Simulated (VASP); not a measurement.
A run of VASP 6.6.1 is set up as follows.

POSCAR

```
Tc
1.0
    0.0000000000      1.9255855999      1.9255855999
    1.9255855999      0.0000000000      1.9255855999
    1.9255855999      1.9255855999      0.0000000000
Tc
1
Direct
    0.0000000000      0.0000000000      0.0000000000
```

The input INCAR.step1:

```
SYSTEM = Tc
  PREC = Accurate
  ENCUT = 520
  ISMEAR = 0
  SIGMA = 0.05
  LREAL = .False.
  LASPH = .True.
  NELM = 80
  NBANDS = 12
  GGA = PE
  ALGO = Normal
  EDIFF = 1E-4
  LWAVE = .True.
  LCHARG = .False.
```

The input INCAR.step2:

```
SYSTEM = Tc
  PREC = Accurate
  ENCUT = 520
  EDIFF = 1E-6
  ISMEAR = 0
  SIGMA = 0.05
  LREAL = .False.
  LASPH = .True.
  NELM = 80
  ALGO = Normal
  ISIF = 2
  LWAVE = .False.
  LCHARG = .True.
  METAGGA = R2SCAN
  LMIXTAU = .True.
  LELF = .True.
  LVHAR = .True.
  NBANDS = 12
  ISTART = 1
```

File KPOINTS:

```
regular mesh
0
Gamma
  18 18 18
  0 0 0
```

Potentials or basis: VASP PAW PBE potentials, release 64 (Tc_pv).

The run is started by

```bash
$ cat potpaw_PBE.64/Tc_pv/POTCAR > POTCAR
$ cp INCAR.step1 INCAR
$ mpirun -np 1 vasp_std > vasp.out
$ cp INCAR.step2 INCAR
$ mpirun -np 1 vasp_std > vasp.out
```

Q: Estimate the pressure.

A: 0.4 GPa.

Q: Estimate the band gap on the k mesh.

A: None (metal or under the smearing width).

Caveat: the PAW data sets were made with another functional, which shifts forces and pressure a little.
